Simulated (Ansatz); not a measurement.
Input of an Ansatz 0.2.0 run:

Contents of input.yaml:

```yaml
crystal:
  lattice:
    - [0.0, 2.0970013927, 2.0970013927]
    - [2.0970013927, 0.0, 2.0970013927]
    - [2.0970013927, 2.0970013927, 0.0]
  atoms:
    - { symbol: Mg, position: [0.0, 0.0, 0.0] }
    - { symbol: O, position: [0.5, 0.5, 0.5] }
kpoints:
  mp_grid: { grid: [11, 11, 11] }
scf:
  occupations: { method: gaussian, width: 0.026 }
hamiltonian:
  xc: pbe
  pseudopotentials: { kind: all_electron, lapw: { basis_error: 0.001 } }
output:
  forces: true
  stress: true
  eigenvalues: true
```

Potentials or basis: all-electron LAPW, scalar-relativistic.

Launch:

```sh
$ ansatz run input.yaml --threads 1 --pin off --max-ram 3072MiB --backend cpu --events-out ev --progress --plain --runs-dir out
```

Task: Predict the pressure.

Result: 7.0 GPa.

Task: What does it give for the band gap on the k mesh?

Result: 4.86 eV, direct.

**The experiment to reproduce.**

“Electronic structure of alkaline earth and post-transition metal oxides”, 2009, arxiv:0908.1581 quotes, for a bulk crystal of MgO: band gap 7.83 eV.

Measured gap of MgO: 7.83 eV (quoted in “Electronic structure of alkaline earth and post-transition metal oxides”, 2009, arxiv:0908.1581). This calculation gives 4.86 eV (-2.97 eV). The value is that of PBE, without temperature or zero-point motion. Semilocal functionals fall short of measured gaps as a rule. The cell is a database's relaxed one, not the measured one, which moves gaps too.
